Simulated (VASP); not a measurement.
**How biaxial strain in the (111) plane changes GaN (F-43m)**

How do the elastic response and the band edges of GaN follow biaxial strain in the (111) plane?

Main program and level: VASP 6.6.1; LDA; plane waves and PAW (Ga_d, N); cell typed or built by script, in the first sound run; inputs show where later runs differ.

### 1. Starting point

The structure is cubic, space group F-43m (No. 216). The conventional cell has a = 4.500 Å, b = 4.500 Å, c = 4.500 Å, α = 90.00°, β = 90.00°, γ = 90.00°. Nearest to Ga lie 4 N at 1.95 Å. Nearest to N lie 4 Ga at 1.95 Å. Farther neighbours and most contacts between anions are not listed.

### 2. Relax the crystal, LDA

The series starts from the cell that this level prefers, so that zero strain is near zero stress.

This step took 2 runs in a row; the last is shown.

Level: LDA; plane waves and PAW (Ga_d, N); cell typed or built by script.

Contents of INCAR:

```
SYSTEM = GaN
PREC = Accurate
ENCUT = 600
EDIFF = 1E-07
NELM = 120
ISMEAR = 0
SIGMA = 0.02
LREAL = .FALSE.
ALGO = Normal
GGA = CA
NBANDS = 15
LASPH = .TRUE.
LORBIT = 11
LWAVE = .FALSE.
LCHARG = .FALSE.
KPAR = 12
IBRION = 2
NSW = 40
ISIF = 3
EDIFFG = -0.005
POTIM = 0.4
```

Contents of POSCAR:

```
GaN
1.0
    0.0000000000      2.2313343091      2.2313343091
    2.2313343091      0.0000000000      2.2313343091
    2.2313343091      2.2313343091      0.0000000000
Ga N
1 1
Direct
    0.0000000000      0.0000000000      0.0000000000
    0.2500000000      0.2500000000      0.2500000000
```

Contents of KPOINTS:

```
Automatic mesh
0
Gamma
11 11 11
0 0 0
```

PAW data sets: Ga_d and N (LDA family, release 64).

Started as:

```console
$ mpirun -np 12 vasp_std
```

Log:

```text
[banner, memory and clock lines left out]
running   12 mpi-ranks, on    1 nodes
[...]
|                                                                             |
|           W    W    AA    RRRRR   N    N  II  N    N   GGGG   !!!           |
|           W    W   A  A   R    R  NN   N  II  NN   N  G    G  !!!           |
|           W    W  A    A  R    R  N N  N  II  N N  N  G       !!!           |
|           W WW W  AAAAAA  RRRRR   N  N N  II  N  N N  G  GGG   !            |
|           WW  WW  A    A  R   R   N   NN  II  N   NN  G    G                |
|           W    W  A    A  R    R  N    N  II  N    N   GGGG   !!!           |
|                                                                             |
|     For optimal performance we recommend to set                             |
|       NCORE = 2 up to number-of-cores-per-socket                            |
|     NCORE specifies how many cores store one orbital (NPAR=cpu/NCORE).      |
|     This setting can greatly improve the performance of VASP for DFT.       |
[...]
|     Unfortunately you need to use the default for GW and RPA                |
|     calculations (for HF NCORE is supported but not extensively tested      |
|     yet).                                                                   |
|                                                                             |

 LDA part: xc-table for (Slater(with rela. corr.)+CA(PZ))
 , standard interpolation
 POSCAR, INCAR and KPOINTS ok, starting setup
[...]
entering main loop
       N       E                     dE             d eps       ncg     rms          rms(c)
DAV:   1     0.857532580153E+02    0.85753E+02   -0.10353E+04  1880   0.234E+03
DAV:   2    -0.962955588987E+01   -0.95383E+02   -0.88750E+02  1925   0.361E+02
DAV:   3    -0.159400123772E+02   -0.63105E+01   -0.62836E+01  1827   0.774E+01
DAV:   4    -0.160128846994E+02   -0.72872E-01   -0.72858E-01  2165   0.873E+00
[...]
DAV:  11    -0.139446167820E+02    0.68215E-04   -0.22576E-04  2527   0.281E-01    0.128E-02
DAV:  12    -0.139446187308E+02   -0.19488E-05   -0.17683E-05  1939   0.487E-02    0.284E-03
DAV:  13    -0.139446186893E+02    0.41504E-07   -0.66328E-07  2552   0.156E-02
   1 F= -.13944619E+02 E0= -.13944619E+02  d E =-.139446E+02
[...]
reached required accuracy - stopping structural energy minimisation
```

Elapsed: 2.8 s, on 12 MPI ranks of Intel Xeon 6975P-C (Granite Rapids), shared host; peak memory 1.9 GiB; 24 s of CPU time.

Lines that name or quote the potential files are left out of all logs, and their timing lines are given in words.

Parts of OUTCAR (step 2):

```text
  Total        0.0013547      0.0013547      0.0013547      0.0000000      0.0000000      0.0000000
  in kB        0.0976821      0.0976821      0.0976821      0.0000000      0.0000000      0.0000000
  external PRESSURE =       0.0976821 kB  Pullay stress =       0.0000000 kB

 POSITION                                       TOTAL-FORCE (eV/Angst)
 -----------------------------------------------------------------------------------
      0.00000      0.00000      0.00000         0.000000      0.000000      0.000000
      1.11567      1.11567      1.11567        -0.000000     -0.000000     -0.000000
 -----------------------------------------------------------------------------------
    total drift:                               -0.000000     -0.000000      0.000000

  FREE ENERGIE OF THE ION-ELECTRON SYSTEM (eV)
  ---------------------------------------------------
  free  energy   TOTEN  =       -13.9446186893 eV

  energy  without entropy=      -13.9446186893  energy(sigma->0) =      -13.94461869

 reached required accuracy - stopping structural energy minimisation

[... 3 further parts left out ...]
[key lines of the parts left out:]
E-fermi :   5.4486
```

Numbers from this step:

```
energy(sigma→0) of the program : -13.9446 eV
stress, compression positive   : 0.01 along [111], 0.01 across it (mean), GPa
volume                         : 22.219 Å³
ionic steps                    : 1
```

### 3. Strain along the normal, LDA

One member in full: the plane is strained by -1.5 %, and the strain along the normal is moved by secant steps until the normal stress is under 0.012 GPa or five steps are spent; the atoms relax at each step.

This step took 4 runs, each at a new trial strain with the atoms of the one before; the last is shown.

Level: LDA; plane waves and PAW (Ga_d, N); cell typed or built by script.

INCAR, as its differences from that of step 2:

```diff
@@ -15,7 +15,7 @@
 LCHARG = .FALSE.
-KPAR = 12
-IBRION = 2
-NSW = 40
-ISIF = 3
-EDIFFG = -0.005
-POTIM = 0.4
+KPAR = 3
+IBRION = 1
+NSW = 25
+ISIF = 2
+EDIFFG = -0.004
+POTIM = 0.3
```

Contents of POSCAR:

```
GaN
1.0
    0.0327440420      2.2306083370      2.2306083370
    2.2306083370      0.0327440420      2.2306083370
    2.2306083370      2.2306083370      0.0327440420
Ga N
1 1
Direct
    0.0012012884      0.0012012884      0.0012012884
    0.2487987116      0.2487987116      0.2487987116
```

KPOINTS is that of step 2.

Started as:

```console
$ mpirun -np 3 vasp_std
```

Log:

```text
[banner, memory and clock lines left out]
running    3 mpi-ranks, on    1 nodes
[...]
LDA part: xc-table for (Slater(with rela. corr.)+CA(PZ))
 , standard interpolation
 POSCAR, INCAR and KPOINTS ok, starting setup
[...]
entering main loop
       N       E                     dE             d eps       ncg     rms          rms(c)
DAV:   1     0.893083065660E+02    0.89308E+02   -0.10265E+04  4827   0.238E+03
DAV:   2    -0.947542634569E+01   -0.98784E+02   -0.91133E+02  5073   0.363E+02
DAV:   3    -0.159691845447E+02   -0.64938E+01   -0.64650E+01  4842   0.780E+01
DAV:   4    -0.160460014154E+02   -0.76817E-01   -0.76796E-01  5633   0.895E+00
[...]
DAV:  11    -0.139289696570E+02    0.55800E-04   -0.19782E-04  6604   0.254E-01    0.633E-03
DAV:  12    -0.139289714763E+02   -0.18193E-05   -0.16090E-05  5087   0.467E-02    0.347E-03
DAV:  13    -0.139289714759E+02    0.37653E-09   -0.48477E-07  6517   0.141E-02
   1 F= -.13928971E+02 E0= -.13928971E+02  d E =-.139290E+02
 BRION: g(F)=  0.311E-07 g(S)=  0.000E+00
 reached required accuracy - stopping structural energy minimisation
```

The job ended after 11 s (3 MPI ranks; peak memory 0.52 GiB).

From OUTCAR (step 3):

```text
  Total        0.6681662      0.6681662      0.6681662     -0.3341017     -0.3341017     -0.3341017
  in kB       49.3133007     49.3133007     49.3133007    -24.6580206    -24.6580206    -24.6580206
  external PRESSURE =      49.3133007 kB  Pullay stress =       0.0000000 kB

 POSITION                                       TOTAL-FORCE (eV/Angst)
 -----------------------------------------------------------------------------------
      0.00540      0.00540      0.00540         0.000423      0.000423      0.000423
      1.11809      1.11809      1.11809        -0.000423     -0.000423     -0.000423
 -----------------------------------------------------------------------------------
    total drift:                               -0.000134     -0.000134     -0.000134

  FREE ENERGIE OF THE ION-ELECTRON SYSTEM (eV)
  ---------------------------------------------------
  free  energy   TOTEN  =       -13.9289714759 eV

  energy  without entropy=      -13.9289714759  energy(sigma->0) =      -13.92897148

[... 1 part as in an earlier step ...]

[... 3 further parts left out ...]
[key lines of the parts left out:]
E-fermi :   5.8794
```

Numbers from this step:

| Item | Value |
| --- | --- |
| energy(sigma→0) of the program | -13.9290 eV |
| stress, compression positive | 0.00 along [111], 7.40 across it (mean), GPa |
| ionic steps | 1 |

### 4. Band edges, TB-mBJ with spin-orbit coupling

Short lines in KPOINTS_OPT sample the zone centre along and across the normal of the plane, for masses, and the other valleys.

Level: TB-mBJ, spin-orbit coupling; plane waves and PAW (Ga_d, N); cell typed or built by script.

TB-mBJ has no energy functional, so the total energy, stress and pressure in this output mean nothing.

Contents of INCAR:

```
SYSTEM = GaN
PREC = Accurate
ENCUT = 600
EDIFF = 1E-06
NELM = 150
ISMEAR = 0
SIGMA = 0.02
LREAL = .FALSE.
ALGO = Normal
METAGGA = MBJ
LASPH = .TRUE.
LNONCOLLINEAR = .TRUE.
MAGMOM = 0 0 0 0 0 0
NBANDS = 28
GGA_COMPAT = .FALSE.
LSORBIT = .TRUE.
LWAVE = .FALSE.
LCHARG = .FALSE.
KPAR = 3
```

POSCAR is that of step 3.

Contents of KPOINTS:

```
Automatic mesh
0
Gamma
9 9 9
0 0 0
```

Contents of KPOINTS_OPT:

```
Line mode
6
Line-mode
Reciprocal
  0.00000000   0.00000000   0.00000000
  0.02064709   0.02064709   0.02064709

  0.00000000   0.00000000   0.00000000
 -0.01236733   0.01236733   0.00000000

  0.31000000   0.31000000   0.00000000
  0.50000000   0.50000000   0.00000000

  0.00000000   0.31000000   0.31000000
  0.00000000   0.50000000   0.50000000

  0.45000000   0.45000000   0.45000000
  0.50000000   0.50000000   0.50000000

  0.45000000   0.00000000   0.00000000
  0.50000000   0.00000000   0.00000000

  0.42500000   0.42500000   0.00000000
  0.42526057   0.44275062   0.01775062

  0.50000000   0.50000000   0.50000000
  0.48763267   0.51236733   0.50000000
```

Started as:

```console
$ mpirun -np 3 vasp_ncl
```

Log:

```text
[banner, memory and clock lines left out]
running    3 mpi-ranks, on    1 nodes
[...]
|                                                                             |
|               ----> ADVICE to this user running VASP <----                  |
|                                                                             |
|     You enforced a specific xc type in the INCAR file but a different       |
|     [... a line on the potential file left out ...]
|     I HOPE YOU KNOW WHAT YOU ARE DOING!                                     |
|                                                                             |

 LDA part: xc-table for (None), standard interpolation
 POSCAR, INCAR and KPOINTS ok, starting setup
[...]
entering main loop
       N       E                     dE             d eps       ncg     rms          rms(c)
DAV:   1     0.124513533108E+03    0.12451E+03   -0.93883E+03 10820   0.255E+03
DAV:   2    -0.144261812127E+02   -0.13894E+03   -0.12880E+03  9676   0.490E+02
DAV:   3    -0.329357197822E+02   -0.18510E+02   -0.18173E+02 10616   0.140E+02
DAV:   4    -0.335240885448E+02   -0.58837E+00   -0.58615E+00 10528   0.262E+01
[...]
DAV:  53    -0.294343446407E+02   -0.28908E-04   -0.24145E-09  4712   0.943E-04    0.376E-05
DAV:  54    -0.294343475191E+02   -0.28784E-05   -0.62167E-10  4700   0.537E-04    0.176E-05
DAV:  55    -0.294343476049E+02   -0.85800E-07   -0.20848E-10  4704   0.327E-04
   1 F= -.29434348E+02 E0= -.29434348E+02  d E =-.502741E-17  mag=    -0.0000     0.0000    -0.0000
 Start KPOINTS_OPT (optional k-point list driver)
k-point batch [1-48\48]
       N       E                     dE             ncg
DAV:   1     0.508938765696E+04   -0.21053E+05     3216
DAV:   2    -0.165071457659E+04   -0.67401E+04     2808
DAV:   3    -0.246696478442E+04   -0.81625E+03     3168
DAV:   4    -0.249014752884E+04   -0.23183E+02     2936
DAV:   5    -0.249058278381E+04   -0.43525E+00     3188
DAV:   6    -0.249059974349E+04   -0.16960E-01     3476
DAV:   7    -0.249060023896E+04   -0.49547E-03     3476
DAV:   8    -0.249060024232E+04   -0.33648E-05     2448
DAV:   9    -0.249060024250E+04   -0.17509E-06     1780
```

Run time: 6.4 min. Hardware: 3 MPI ranks; peak memory 1.5 GiB.

OUTCAR, selected parts (step 4):

```text
  LATTYP: Found a trigonal (rhomboedric) cell.
 ALAT       =     3.1547264982
 COS(alpha) =     0.5146239754

 Subroutine GETGRP returns: Found  6 space group operations
 (whereof  6 operations were pure point group operations)

The static configuration has the point symmetry C_3v.

 Found    165 irreducible k-points:

   k-points           NKPTS =    165   k-points in BZ     NKDIM =    165   number of bands    NBANDS=     28

   dimension x,y,z NGX =    28 NGY =   28 NGZ =   28
   dimension x,y,z NGXF=    56 NGYF=   56 NGZF=   56

   ENCUT  =  600.0 eV  44.10 Ry    6.64 a.u.   6.30  6.30  6.30*2*pi/ulx,y,z

   NELECT =      18.0000    total number of electrons

 E-fermi :   6.5800

 k-point     1 :       0.0000    0.0000    0.0000
  band No.  band energies     occupation
    ...
     14       6.3213      1.00000
     15       6.4692      1.00000
     16       6.4692      1.00000
     17       6.4724      1.00000
     18       6.4724      1.00000
     19       9.5827      0.00000
     20       9.5827      0.00000
     21      18.0900      0.00000
     22      18.0900      0.00000
     23      18.6142      0.00000
    ...

 k-point     2 :       0.1111   -0.0000   -0.0000
  band No.  band energies     occupation
    ...
     14       5.3639      1.00000
     15       6.2091      1.00000
     16       6.2118      1.00000
     17       6.3388      1.00000
     18       6.3434      1.00000
     19      10.4240      0.00000
     20      10.4263      0.00000
     21      17.9218      0.00000
     22      17.9333      0.00000
     23      18.4561      0.00000
    ...

  Total     -113.1804496   -113.1804496   -113.1804496     -0.3881204     -0.3881204     -0.3881204
  in kB    -8353.1634190  -8353.1634190  -8353.1634190    -28.6448181    -28.6448181    -28.6448181
  external PRESSURE =   -8353.1634190 kB  Pullay stress =       0.0000000 kB

 POSITION                                       TOTAL-FORCE (eV/Angst)
 -----------------------------------------------------------------------------------
      0.00540      0.00540      0.00540        -0.137961     -0.137961     -0.137961
      1.11809      1.11809      1.11809         0.137961      0.137961      0.137961
 -----------------------------------------------------------------------------------
    total drift:                               -0.387803     -0.387803     -0.387803

  FREE ENERGIE OF THE ION-ELECTRON SYSTEM (eV)
  ---------------------------------------------------
  free  energy   TOTEN  =       -29.4343476049 eV

  energy  without entropy=      -29.4343476049  energy(sigma->0) =      -29.43434760

 Spin-Orbit-Coupling matrix elements
 Ion:    1  E_soc:     -0.0098583
 Ion:    2  E_soc:     -0.0000805

[... 1 part as in an earlier step ...]

[... 7 further parts left out ...]
```

### 5. Band edges, r2SCAN with spin-orbit coupling

Short lines in KPOINTS_OPT sample the zone centre along and across the normal of the plane, for masses, and the other valleys.

Level: r2SCAN, spin-orbit coupling; plane waves and PAW (Ga_d, N); cell typed or built by script.

INCAR, as its differences from that of step 4:

```diff
@@ -4,3 +4,3 @@
 EDIFF = 1E-06
-NELM = 150
+NELM = 100
 ISMEAR = 0
@@ -9,3 +9,3 @@
 ALGO = Normal
-METAGGA = MBJ
+METAGGA = R2SCAN
 LASPH = .TRUE.
```

POSCAR is that of step 4.

KPOINTS is that of step 4.

KPOINTS_OPT is that of step 4.

Started as:

```console
$ mpirun -np 3 vasp_ncl
```

Log:

```text
[banner, memory and clock lines left out]
running    3 mpi-ranks, on    1 nodes
[...]
[... a notice as in an earlier step ...]

 LDA part: xc-table for (None), standard interpolation
 POSCAR, INCAR and KPOINTS ok, starting setup
[...]
entering main loop
       N       E                     dE             d eps       ncg     rms          rms(c)
DAV:   1     0.189712278415E+01    0.18971E+01   -0.97264E+03 10824   0.268E+03
DAV:   2    -0.142638648592E+03   -0.14454E+03   -0.13459E+03  9684   0.523E+02
DAV:   3    -0.161418633101E+03   -0.18780E+02   -0.18444E+02 10716   0.144E+02
DAV:   4    -0.161996292725E+03   -0.57766E+00   -0.57567E+00 10148   0.266E+01
[...]
DAV:  12    -0.156965897173E+03    0.20508E-04   -0.51154E-05  9524   0.767E-02    0.511E-02
DAV:  13    -0.156965882298E+03    0.14875E-04   -0.22315E-05 11204   0.500E-02    0.317E-02
DAV:  14    -0.156965881836E+03    0.46250E-06   -0.19092E-06  9672   0.149E-02
   1 F= -.15696588E+03 E0= -.15696588E+03  d E =-.964803E-37  mag=     0.0000     0.0000     0.0000
 Start KPOINTS_OPT (optional k-point list driver)
k-point batch [1-48\48]
       N       E                     dE             ncg
DAV:   1     0.415331459563E+04   -0.21989E+05     3228
DAV:   2    -0.263899955644E+04   -0.67923E+04     2832
DAV:   3    -0.348321464590E+04   -0.84422E+03     3136
DAV:   4    -0.350837899366E+04   -0.25164E+02     2988
DAV:   5    -0.350879461301E+04   -0.41562E+00     3124
DAV:   6    -0.350881012000E+04   -0.15507E-01     3452
DAV:   7    -0.350881054066E+04   -0.42066E-03     3492
DAV:   8    -0.350881054335E+04   -0.26939E-05     2376
DAV:   9    -0.350881054353E+04   -0.18394E-06     1736
```

It took 6 min on 3 MPI ranks; peak memory 1.4 GiB.

[end of part 1 of 2]

[Lines on the potential files, build, host, timing and source positions are cut from VASP's logs without a mark.]

[Logs are printed without paths, hosts, clocks, repeated set-up lines and the standing remarks that a program may print on its own settings, such as how far it seeks lower states.]

[Hosts, paths, dates, database ids (printed as entryN), source tags and the programs' standing remarks are cut or masked in the printed files.]

[In band tables of VASP the shares of atoms and orbitals are scaled to a sum of 1 inside the atoms' spheres.]
